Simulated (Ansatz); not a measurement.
# GaP: how the settings move a single-point run, part 1 of 2

Question: which choices in the input matter for GaP?

Program: Ansatz 0.2.0. Level of theory: reference: DFT, PBEsol, plane waves, PAW. These are calculated values, not measurements.

## (1) Starting point

Symmetry: F-43m, No. 216, cubic system. The conventional cell has a = 5.451 Å, b = 5.451 Å, c = 5.451 Å, α = 90.00°, β = 90.00°, γ = 90.00°. Ga (site symmetry -43m) has 4 P at 2.36 Å in its first shell of neighbours. P (site symmetry -43m) has 4 Ga at 2.36 Å in its first shell of neighbours.

Structure file:

```
CELL_PARAMETERS angstrom
0.00000 2.72540 2.72540
2.72540 0.00000 2.72540
2.72540 2.72540 0.00000
ATOMIC_POSITIONS crystal
Ga 0.00000 0.00000 0.00000
P 0.25000 0.25000 0.25000
```

## (2) Reference

File input.yaml:

```yaml
crystal:
  lattice:
    - [0.0, 2.7253992957, 2.7253992957]
    - [2.7253992957, 0.0, 2.7253992957]
    - [2.7253992957, 2.7253992957, 0.0]
  atoms:
    - { symbol: Ga, position: [0.0, 0.0, 0.0] }
    - { symbol: P, position: [0.25, 0.25, 0.25] }
kpoints:
  mp_grid: { grid: [6, 6, 6] }
hamiltonian:
  xc: pbesol
scf:
  occupations: { method: fixed }
  n_extra_bands: 4
output:
  forces: true
  stress: true
  eigenvalues: true
  write_density: true
  write_potential: true
  elf: true
  volumetric_format: npy
```

Command:

```sh
$ ansatz run input.yaml --threads 4 --pin off --max-ram 3686MiB --backend cpu --events-out ev --progress --plain --runs-dir out
```

Excerpt of the output:

```text
[...]
Basis set: ecut = 420 eV, 749 PW (Γ), exchange–correlation on 54×54×54 points (8 copies of the dense FFT grid, shifted against one another)
[...]
k-points: 16 of 216 (time reversal used)
[...]
SCF iter   1: F=—  HF=-4484.043912 eV  |F-HF|=—  |Δ(HF+E_count)|=         —  Δρ=4.08e-3  dr2=1.11e-2  ethr=1.77e-3  ⟨swp⟩=5.0  Hψ=1098  notcnv=0  defer=27
preconditioner: auto → none  [insulator: Δε(μ)=1.452 eV  Ē_g=15.431 eV  n_scr=14 (ndim 8)  ℏωp=24.8 eV  f_vac=0.011  ε∞_Penn≈3.6]
SCF iter   2: F=—  HF=-4484.039607 eV  |F-HF|=—  |Δ(HF+E_count)|=   4.31e-3  Δρ=1.60e-3  dr2=8.31e-4  ethr=6.19e-5  ⟨swp⟩=3.1  Hψ=442  notcnv=0  defer=28
[...]
SCF iter   5: F=—  HF=-4484.039447 eV  |F-HF|=—  |Δ(HF+E_count)|=   6.42e-6  Δρ=3.58e-5  dr2=2.80e-7  ethr=8.55e-8  ⟨swp⟩=2.1  Hψ=265  notcnv=0  defer=21
SCF iter   6: F=-4484.039447 eV  HF=-4484.039447 eV  |F-HF|=1.63e-8  |Δ(HF+E_count)|=   3.12e-7  Δρ=8.43e-6  dr2=1.55e-8  ethr=5.56e-10  ⟨swp⟩=13.1  Hψ=1741  notcnv=0
[...]
SCF converged after 6 iterations
Free energy (F): -4484.039447 eV
[...]
E sigma→0 (E₀):  -4484.039447 eV
Fermi energy:    6.999756 eV
[...]
  P = ⅓ Tr σ = -0.5430 GPa (-5.430 kbar)
[...]
```

It took 1.1 s on 4 threads of Arm Neoverse N1, shared host; peak memory 0.29 GiB.

## (3) The same system, input altered

input.yaml, as its differences from that of step 2:

```diff
@@ -15,2 +15,4 @@
   n_extra_bands: 4
+  mixing: { beta: 1.0 }
+  max_iter: 64
 output:
@@ -19,5 +21 @@
   eigenvalues: true
-  write_density: true
-  write_potential: true
-  elf: true
-  volumetric_format: npy
```

Command:

```sh
$ ansatz run input.yaml --threads 4 --pin off --max-ram 3686MiB --backend cpu --events-out ev --progress --plain --runs-dir out
```

The program printed:

```text
Warning: RAYON_NUM_THREADS=4 ignored (pool sized by the plan → 4); use --threads N
scf.n_extra_bands = 4 over 9 filled bands (N_el = 18.0): the run solves 13 bands
Engine: ansatz 0.2.0, aarch64-unknown-linux-gnu
Pseudopotentials: kind: paw
Pseudopotential: Ga, paw, valence charge 13, recommended cutoff 420 eV (normal), Ga.paw.azcp
Pseudopotential: P, paw, valence charge 5, recommended cutoff 420 eV (normal), P.paw.azcp
Functional definition: PBEsol
  exchange = pbesol_x
  correlation = pbesol_c
Crystal: 2 atoms, lattice volume = 40.487 Å³
Basis set: ecut = 420 eV, 749 PW (Γ), exchange–correlation on 54×54×54 points (8 copies of the dense FFT grid, shifted against one another)
Bands: 13, of which v1, the nominal top of the filled ones, is band 9 counted from 1 (8 counted from 0)
Symmetry: 24 space group operations
Space group: F-43m (ITA 216), of the structure as read, at distance tolerance 3.4e-5 Å
k-points: 16 of 216 (time reversal used)
Non-local potential: Ga, projectors of the file, l = 0: 2, l = 1: 2, l = 2: 3, l = 3: 1
Non-local potential: P, projectors of the file, l = 0: 2, l = 1: 2, l = 2: 2
PAW form: soft (Blöchl's): semilocal exchange-correlation on the pseudo side does not see the compensation charge
PAW frozen core: Ga, regenerated for the run's functional, and the local potential with it (the file was generated under x = pbe(κ = 0.804, μ = 0.2195149727645171), c = pbe(β = 0.06672455060314922))
PAW frozen core: P, regenerated for the run's functional, and the local potential with it (the file was generated under x = pbe(κ = 0.804, μ = 0.2195149727645171), c = pbe(β = 0.06672455060314922))
PAW one-centre angular grid: Ga, 590 points (default); XC on 64 Gauss nodes
PAW one-centre angular grid: P, 110 points (default); XC on 64 Gauss nodes
Initial density: superposition of atomic densities (neutral atoms: chi_scale 0, normalization atom), corrected by the library's trained network
Initial wavefunctions: pseudopotential atomic-orbital guess
Functional: x = pbesol(κ = 0.804, μ = 0.12345679012345678), c = pbesol(β = 0.046)
SCF iter   1: F=—  HF=-4484.043912 eV  |F-HF|=—  |Δ(HF+E_count)|=         —  Δρ=4.08e-3  dr2=1.11e-2  ethr=1.77e-3  ⟨swp⟩=5.0  Hψ=1098  notcnv=0  defer=27
preconditioner: auto → none  [insulator: Δε(μ)=1.452 eV  Ē_g=15.431 eV  n_scr=14 (ndim 8)  ℏωp=24.8 eV  f_vac=0.011  ε∞_Penn≈3.6]
SCF iter   2: F=—  HF=-4484.043609 eV  |F-HF|=—  |Δ(HF+E_count)|=   3.03e-4  Δρ=3.92e-3  dr2=1.14e-2  ethr=6.19e-5  ⟨swp⟩=3.0  Hψ=476  notcnv=0  defer=28
SCF iter   3: F=—  HF=-4484.039687 eV  |F-HF|=—  |Δ(HF+E_count)|=   3.92e-3  Δρ=7.93e-4  dr2=3.91e-4  ethr=6.19e-5  ⟨swp⟩=3.1  Hψ=352  notcnv=0  defer=29
SCF iter   4: F=—  HF=-4484.039469 eV  |F-HF|=—  |Δ(HF+E_count)|=   2.18e-4  Δρ=3.93e-4  dr2=2.82e-5  ethr=2.17e-6  ⟨swp⟩=2.2  Hψ=393  notcnv=0  defer=29
SCF iter   5: F=—  HF=-4484.039447 eV  |F-HF|=—  |Δ(HF+E_count)|=   2.14e-5  Δρ=3.75e-5  dr2=2.72e-7  ethr=1.57e-7  ⟨swp⟩=2.1  Hψ=352  notcnv=0  defer=23
SCF iter   6: F=-4484.039447 eV  HF=-4484.039447 eV  |F-HF|=1.08e-8  |Δ(HF+E_count)|=   7.79e-8  Δρ=3.81e-6  dr2=4.27e-9  ethr=5.56e-10  ⟨swp⟩=9.4  Hψ=1265  notcnv=0
SCF 1 converged in 6 iterations: F = -4484.039447 eV  dr2 = 4.27e-9
SCF converged after 6 iterations
Free energy (F): -4484.039447 eV
Harris-Foulkes:  -4484.039447 eV  (|F-HF|=1.08e-8)
Internal energy: -4484.039447 eV  (E = F + TS)
E sigma→0 (E₀):  -4484.039447 eV
Fermi energy:    6.999822 eV
--- Per-component energies (eV) ---
  E_band       = -60.299611
  E_kinetic    = 186.140794
  E_local      = -2201.977055  (includes V_loc(G=0)·N_el)
  E_nonlocal   = 460.132779
  E_hartree    = 1016.716860
  E_xc         = -129.645203
  E_vxc        = -118.980351  (∫ρ·V_xc dr)
  E_paw        = -2503.743550  (= ΣΔE_a)
  E_vpaw       = -419.046499  (= ΣTr[D̂ρ^β])
  E_aug_tail   = -0.000106  (compensation charges beyond the density's cutoff)
  E_ewald      = -1312.573038
  E_core_change = 0.909074  (= ΣΔE_core)
  E_smearing   = -0.000000  (= −TS)
  E_closure    = 0.000000  (closes the sum)
  Σ components = -4484.039447   (vs F -4484.039447, Δ=0.00e0)
--- Forces (eV/Å), atoms counted from 1 ---
  atom   1  Ga     0.00000000    -0.00000000    -0.00000000
  atom   2  P     -0.00000000     0.00000000     0.00000000
  max |Σ_I F_I| component: 1.11e-16 eV/Å
--- Stress (GPa, compression-positive) ---
       -0.542955       0.000000      -0.000000
        0.000000      -0.542955       0.000000
       -0.000000       0.000000      -0.542955
  P = ⅓ Tr σ = -0.5430 GPa (-5.430 kbar)
--- Band table (eV; the first three rows and the last of 16) ---
  k-point 0: bands = ["-7.5621", "-7.5621", "-7.5621", "-7.4624", "-7.4624", "-5.5205", "6.9998", "6.9998", "6.9998", "8.7403", "10.8130", "10.8130", "10.8130"]
  k-point 1: bands = ["-7.5850", "-7.5543", "-7.5543", "-7.4623", "-7.4623", "-5.1627", "4.5820", "6.6231", "6.6231", "9.3330", "11.3657", "11.3657", "11.9386"]
  k-point 2: bands = ["-7.6253", "-7.5416", "-7.5416", "-7.4588", "-7.4588", "-4.2084", "1.7449", "6.0828", "6.0828", "8.8065", "11.7349", "11.7349", "14.4710"]
  k-point 15: bands = ["-7.6655", "-7.5162", "-7.5019", "-7.4832", "-7.4492", "-2.4521", "0.3444", "3.5756", "3.6847", "10.3604", "10.5653", "14.4579", "14.4816"]
```

Wall time 0.89 s (4 threads of Arm Neoverse N1, shared host); peak memory 0.29 GiB.

## (4) A look at that input

The program finished normally. Convergence says nothing about whether the input makes sense.

Look at the input: scf.mixing.beta is 1.0. The risk: mixing too aggressive. Here it converged all the same; such a setting changes the road, not the converged state.

To undo it: delete scf.mixing.beta (the default then holds).

Energy and cycle count are those of the reference, so the change (mixing) left the result and the number of cycles as they were.

## (5) Variant: xc mr2scan

input.yaml, as its differences from that of step 2:

```diff
@@ -11,3 +11,3 @@
 hamiltonian:
-  xc: pbesol
+  xc: mr2scan
 scf:
@@ -19,5 +19 @@
   eigenvalues: true
-  write_density: true
-  write_potential: true
-  elf: true
-  volumetric_format: npy
```

Command:

```sh
$ ansatz run input.yaml --threads 4 --pin off --max-ram 3686MiB --backend cpu --events-out ev --progress --plain --runs-dir out
```

The program printed:

```text
Warning: RAYON_NUM_THREADS=4 ignored (pool sized by the plan → 4); use --threads N
scf.n_extra_bands = 4 over 9 filled bands (N_el = 18.0): the run solves 13 bands
[... 2 set-up lines as earlier in the session ...]
Pseudopotential: Ga, paw, valence charge 13, recommended cutoff 500 eV (meta_gga), Ga.paw.azcp
Pseudopotential: P, paw, valence charge 5, recommended cutoff 500 eV (meta_gga), P.paw.azcp
Functional definition: m-r2SCAN
  exchange = m_r2scan_x
  correlation = m_r2scan_c
Crystal: 2 atoms, lattice volume = 40.487 Å³
Basis set: ecut = 500 eV, 965 PW (Γ), exchange–correlation on 120×120×120 points (64 copies of the dense FFT grid, shifted against one another)
Bands: 13, of which v1, the nominal top of the filled ones, is band 9 counted from 1 (8 counted from 0)
[... 2 set-up lines as earlier in the session ...]
k-points: 16 of 216 (time reversal used)
[... 3 set-up lines as earlier in the session ...]
PAW frozen core: Ga, regenerated for the run's functional (the file was generated under x = pbe(κ = 0.804, μ = 0.2195149727645171), c = pbe(β = 0.06672455060314922))
PAW frozen core: P, regenerated for the run's functional (the file was generated under x = pbe(κ = 0.804, μ = 0.2195149727645171), c = pbe(β = 0.06672455060314922))
PAW one-centre angular grid: Ga, 590 points (default); XC on 160 Gauss nodes
PAW one-centre angular grid: P, 302 points (default); XC on 160 Gauss nodes
[... 2 set-up lines as earlier in the session ...]
Functional: x = mr2scan, c = mr2scan; τ floored in thin density (d = 2e-4 eV/Å³)
SCF iter   1: F=—  HF=-4550.460863 eV  |F-HF|=—  |Δ(HF+E_count)|=         —  Δρ=8.85e-3  dr2=1.77e-2  dr2_τ=7.48e-3  ethr=1.77e-3  ⟨swp⟩=4.9  Hψ=1111  notcnv=0  defer=29
preconditioner: auto → none  [insulator: Δε(μ)=1.845 eV  Ē_g=16.399 eV  n_scr=14 (ndim 8)  ℏωp=24.8 eV  f_vac=0.013  ε∞_Penn≈3.3]
SCF iter   2: F=—  HF=-4550.472079 eV  |F-HF|=—  |Δ(HF+E_count)|=   1.12e-2  Δρ=2.35e-3  dr2=3.08e-3  dr2_τ=9.28e-5  ethr=9.85e-5  ⟨swp⟩=2.9  Hψ=545  notcnv=0  defer=28
SCF iter   3: F=—  HF=-4550.470575 eV  |F-HF|=—  |Δ(HF+E_count)|=   1.50e-3  Δρ=1.76e-3  dr2=5.34e-4  dr2_τ=7.52e-6  ethr=1.71e-5  ⟨swp⟩=2.6  Hψ=399  notcnv=0  defer=28
SCF iter   4: F=—  HF=-4550.470818 eV  |F-HF|=—  |Δ(HF+E_count)|=   2.43e-4  Δρ=2.57e-4  dr2=4.47e-5  dr2_τ=4.51e-7  ethr=2.97e-6  ⟨swp⟩=2.7  Hψ=374  notcnv=0  defer=27
SCF iter   5: F=—  HF=-4550.470805 eV  |F-HF|=—  |Δ(HF+E_count)|=   1.38e-5  Δρ=8.97e-5  dr2=2.95e-6  dr2_τ=2.92e-8  ethr=2.48e-7  ⟨swp⟩=2.2  Hψ=271  notcnv=0  defer=18
SCF iter   6: F=-4550.470804 eV  HF=-4550.470804 eV  |F-HF|=6.55e-8  |Δ(HF+E_count)|=   8.52e-7  Δρ=1.04e-5  dr2=4.80e-8  dr2_τ=3.82e-9  ethr=5.56e-10  ⟨swp⟩=7.1  Hψ=1438  notcnv=0
SCF 1 converged in 6 iterations: F = -4550.470804 eV  dr2 = 4.80e-8
SCF converged after 6 iterations
Free energy (F): -4550.470804 eV
Harris-Foulkes:  -4550.470804 eV  (|F-HF|=6.55e-8)
Internal energy: -4550.470804 eV  (E = F + TS)
E sigma→0 (E₀):  -4550.470804 eV
Fermi energy:    6.902946 eV
--- Per-component energies (eV) ---
  E_band       = -67.616000
  E_kinetic    = 185.527111
  E_local      = -2202.884130  (includes V_loc(G=0)·N_el)
  E_nonlocal   = 460.486337
  E_hartree    = 1020.587249
  E_xc         = -120.990876
  E_vxc        = -124.831066  (∫ρ·V_xc dr)
  E_paw        = -2579.879504  (= ΣΔE_a)
  E_vpaw       = -433.105321  (= ΣTr[D̂ρ^β])
  E_aug_tail   = -0.000042  (compensation charges beyond the density's cutoff)
  E_vtau       = 6.011636  (kinetic-family band-sum trace: ∫τ·v_τ [+ j·A + Jᵃ·Aᵃ] dr)
  E_ewald      = -1312.573038
  E_core_change = -0.743912  (= ΣΔE_core)
  E_smearing   = -0.000000  (= −TS)
  E_closure    = 0.000000  (closes the sum)
  Σ components = -4550.470804   (vs F -4550.470804, Δ=0.00e0)
--- Forces (eV/Å), atoms counted from 1 ---
  atom   1  Ga     0.00000000    -0.00000000    -0.00000000
  atom   2  P     -0.00000000     0.00000000    -0.00000000
  max |Σ_I F_I| component: 1.30e-16 eV/Å
--- Stress (GPa, compression-positive) ---
        0.056832       0.000000      -0.000000
        0.000000       0.056832       0.000000
        0.000000       0.000000       0.056832
  P = ⅓ Tr σ = 0.0568 GPa (0.568 kbar)
--- Band table (eV; the first three rows and the last of 16) ---
  k-point 0: bands = ["-8.0914", "-8.0914", "-8.0914", "-7.9791", "-7.9791", "-6.1220", "6.9029", "6.9029", "6.9029", "9.2661", "11.0730", "11.0731", "11.0731"]
  k-point 1: bands = ["-8.1185", "-8.0830", "-8.0830", "-7.9789", "-7.9789", "-5.7466", "4.4903", "6.5164", "6.5164", "9.7289", "11.6483", "11.6483", "12.3797"]
  k-point 2: bands = ["-8.1645", "-8.0691", "-8.0691", "-7.9754", "-7.9754", "-4.7545", "1.5417", "5.9542", "5.9542", "9.1769", "12.0396", "12.0396", "15.0838"]
  k-point 15: bands = ["-8.2091", "-8.0410", "-8.0259", "-8.0013", "-7.9650", "-2.9543", "0.1013", "3.3958", "3.5192", "10.6845", "10.8892", "14.9597", "15.0027"]
```

Wall time 1.6 s (4 threads of Arm Neoverse N1, shared host); peak memory 0.41 GiB.

After a change of functional the difference of the totals has no physical meaning; the pressure goes from -0.5 to 0.1 GPa and the gap on the mesh goes from 1.51 to 1.90 eV. At this fixed cell a higher pressure means that this functional prefers a larger volume than the reference. Meta-GGAs of this kind usually give somewhat wider gaps than GGAs.

## (6) Changing settings: ecutwfc 750

input.yaml, as its differences from that of step 2:

```diff
@@ -19,5 +19,3 @@
   eigenvalues: true
-  write_density: true
-  write_potential: true
-  elf: true
-  volumetric_format: npy
+basis:
+  ecutwfc: 750
```

Command:

```sh
$ ansatz run input.yaml --threads 4 --pin off --max-ram 3686MiB --backend cpu --events-out ev --progress --plain --runs-dir out
```

The program printed:

```text
Warning: RAYON_NUM_THREADS=4 ignored (pool sized by the plan → 4); use --threads N
scf.n_extra_bands = 4 over 9 filled bands (N_el = 18.0): the run solves 13 bands
[... 7 set-up lines as earlier in the session ...]
Crystal: 2 atoms, lattice volume = 40.487 Å³
Basis set: ecut = 750 eV, 1917 PW (Γ), exchange–correlation on 72×72×72 points (8 copies of the dense FFT grid, shifted against one another)
Bands: 13, of which v1, the nominal top of the filled ones, is band 9 counted from 1 (8 counted from 0)
[... 2 set-up lines as earlier in the session ...]
k-points: 16 of 216 (time reversal used)
[... 10 set-up lines as earlier in the session ...]
SCF iter   1: F=—  HF=-4484.045918 eV  |F-HF|=—  |Δ(HF+E_count)|=         —  Δρ=4.15e-3  dr2=1.16e-2  ethr=1.77e-3  ⟨swp⟩=5.1  Hψ=1191  notcnv=0  defer=27
preconditioner: auto → none  [insulator: Δε(μ)=1.453 eV  Ē_g=15.431 eV  n_scr=14 (ndim 8)  ℏωp=24.8 eV  f_vac=0.013  ε∞_Penn≈3.6]
SCF iter   2: F=—  HF=-4484.041702 eV  |F-HF|=—  |Δ(HF+E_count)|=   4.22e-3  Δρ=1.44e-3  dr2=7.58e-4  ethr=6.43e-5  ⟨swp⟩=3.1  Hψ=466  notcnv=0  defer=28
SCF iter   3: F=—  HF=-4484.041539 eV  |F-HF|=—  |Δ(HF+E_count)|=   1.63e-4  Δρ=5.07e-4  dr2=1.06e-4  ethr=4.21e-6  ⟨swp⟩=2.9  Hψ=412  notcnv=0  defer=28
SCF iter   4: F=—  HF=-4484.041512 eV  |F-HF|=—  |Δ(HF+E_count)|=   2.71e-5  Δρ=2.32e-4  dr2=1.70e-5  ethr=5.88e-7  ⟨swp⟩=2.0  Hψ=385  notcnv=0  defer=29
SCF iter   5: F=—  HF=-4484.041525 eV  |F-HF|=—  |Δ(HF+E_count)|=   1.29e-5  Δρ=3.20e-5  dr2=2.26e-7  ethr=9.45e-8  ⟨swp⟩=2.2  Hψ=257  notcnv=0  defer=21
SCF iter   6: F=-4484.041525 eV  HF=-4484.041525 eV  |F-HF|=6.60e-9  |Δ(HF+E_count)|=   3.30e-7  Δρ=5.71e-6  dr2=8.22e-9  ethr=5.56e-10  ⟨swp⟩=9.2  Hψ=1476  notcnv=0
SCF 1 converged in 6 iterations: F = -4484.041525 eV  dr2 = 8.22e-9
SCF converged after 6 iterations
Free energy (F): -4484.041525 eV
Harris-Foulkes:  -4484.041525 eV  (|F-HF|=6.60e-9)
Internal energy: -4484.041525 eV  (E = F + TS)
E sigma→0 (E₀):  -4484.041525 eV
Fermi energy:    6.998981 eV
--- Per-component energies (eV) ---
  E_band       = -60.335603
  E_kinetic    = 186.095402
  E_local      = -2202.136808  (includes V_loc(G=0)·N_el)
  E_nonlocal   = 460.357597
  E_hartree    = 1016.867047
  E_xc         = -129.632185
  E_vxc        = -118.964002  (∫ρ·V_xc dr)
  E_paw        = -2503.928612  (= ΣΔE_a)
  E_vpaw       = -419.418460  (= ΣTr[D̂ρ^β])
  E_aug_tail   = -0.000002  (compensation charges beyond the density's cutoff)
  E_ewald      = -1312.573038
  E_core_change = 0.909074  (= ΣΔE_core)
  E_smearing   = -0.000000  (= −TS)
  E_closure    = 0.000000  (closes the sum)
  Σ components = -4484.041525   (vs F -4484.041525, Δ=0.00e0)
--- Forces (eV/Å), atoms counted from 1 ---
  atom   1  Ga     0.00000000     0.00000000    -0.00000000
  atom   2  P     -0.00000000    -0.00000000    -0.00000000
  max |Σ_I F_I| component: 3.70e-17 eV/Å
--- Stress (GPa, compression-positive) ---
       -0.547703       0.000000      -0.000000
        0.000000      -0.547703       0.000000
       -0.000000       0.000000      -0.547703
  P = ⅓ Tr σ = -0.5477 GPa (-5.477 kbar)
--- Band table (eV; the first three rows and the last of 16) ---
  k-point 0: bands = ["-7.5654", "-7.5654", "-7.5654", "-7.4657", "-7.4657", "-5.5209", "6.9990", "6.9990", "6.9990", "8.7399", "10.8127", "10.8127", "10.8127"]
  k-point 1: bands = ["-7.5883", "-7.5576", "-7.5576", "-7.4656", "-7.4656", "-5.1631", "4.5817", "6.6225", "6.6225", "9.3328", "11.3654", "11.3654", "11.9382"]
  k-point 2: bands = ["-7.6285", "-7.5449", "-7.5449", "-7.4621", "-7.4621", "-4.2088", "1.7446", "6.0823", "6.0823", "8.8062", "11.7344", "11.7344", "14.4705"]
  k-point 15: bands = ["-7.6687", "-7.5195", "-7.5052", "-7.4865", "-7.4525", "-2.4528", "0.3444", "3.5752", "3.6844", "10.3597", "10.5650", "14.4575", "14.4810"]
```

Run time: 1.4 s. Hardware: 4 threads of Arm Neoverse N1, shared host; peak memory 0.35 GiB.

Changing the cutoff moves the energy by -1.0 meV/atom. More plane waves (750 against 420 eV) lower the energy, so the reference carries at least that much basis error.

(Continued in part 2 of 2.)
